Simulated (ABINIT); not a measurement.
Set up this calculation in ABINIT 10.8.3 (patched build), as the native input.

* Task: band structure
* Functional: PBEsol
* Potentials or basis: JTH PAW PBE v2.0
* Cutoff: 544 eV
* k mesh: 9 × 9 × 5
* Occupations: fermi-dirac, width 0.05 eV
* Spin: no spin polarisation
* Fine-grid cutoff: 1088.46 eV
* Exchange and correlation inside the PAW spheres: full angular mesh (pawxcdev 0, this build's default; the released program takes 1)

The system is TaS2.

```
CELL_PARAMETERS angstrom
3.35000 0.00000 0.00000
-1.67500 2.90119 0.00000
0.00000 0.00000 5.86000
ATOMIC_POSITIONS crystal
Ta 0.00000 0.00000 0.00000
S 0.66667 0.33333 0.75000
S 0.33333 0.66667 0.25000
```

The input as run:

run.abi

```
# Datasets: ground state, then fixed potential
ndtset 2

# Pseudopotentials
pp_dirpath "./"
pseudos "Ta.GGA_PBE-JTH.xml, S.GGA_PBE-JTH.xml"

# Structure
acell 3*1.0 Angstrom
rprim
     3.3500000000     0.0000000000     0.0000000000
    -1.6750000000     2.9011851027     0.0000000000
     0.0000000000     0.0000000000     5.8600000000
ntypat 2
znucl 73 16
natom 3
typat 1 2 2
xred
     0.0000000000     0.0000000000     0.0000000000
     0.6666666667     0.3333333333     0.7500000000
     0.3333333333     0.6666666667     0.2500000000

# Plane-wave basis
ecut 20.0
pawecutdg 40.0

# Exchange and correlation
ixc -116133

# Bands and occupations
occopt 3
tsmear 0.05 eV

# SCF cycle
nstep 100

# Output
iomode 3
prtwf 0
prteig 0
prtebands 0
enunit 1
prtden1 1
prtvha1 1
prtvclmb1 1
prtpot1 1

# Dataset 1
kptopt1 1
ngkpt1 9 9 5
nshiftk1 1
shiftk1 0.0 0.0 0.0
nband1 17
tolvrs1 1.0e-9

# Dataset 2: bands along G-M-K-G-A-L-H-A
iscf2 -2
getden2 1
nband2 21
nbdbuf2 2
tolwfr2 1.0e-12
kptopt2 -7
ndivsm2 8
prteig2 1
kptbounds2
     0.0000000000     0.0000000000     0.0000000000
     0.5000000000     0.0000000000     0.0000000000
     0.3333333333     0.3333333333     0.0000000000
     0.0000000000     0.0000000000     0.0000000000
     0.0000000000     0.0000000000     0.5000000000
     0.5000000000     0.0000000000     0.5000000000
     0.3333333333     0.3333333333     0.5000000000
     0.0000000000     0.0000000000     0.5000000000
```

Potentials or basis: JTH PAW PBE v2.0.

The run is started by

```sh
$ abinit run.abi > log 2>&1
```

It gave:

* Pressure: 4.4 GPa
* Largest force: 1.010 eV/Å
* Band gap on the k mesh: none (metal or under the smearing width)
* Valence electrons inside the program's atomic spheres: Ta 10.65; S 3.62

Caveat: the PAW data sets were made with another functional, which shifts forces and pressure a little; spin-orbit coupling is left out, which moves the levels of the heavy elements; this functional lacks dispersion, which binds the layers, so the pressure and a relaxed spacing across them are unreliable.

It took 120 s on 1 thread of Arm Neoverse V2 (shared host), peak memory 0.16 GiB.
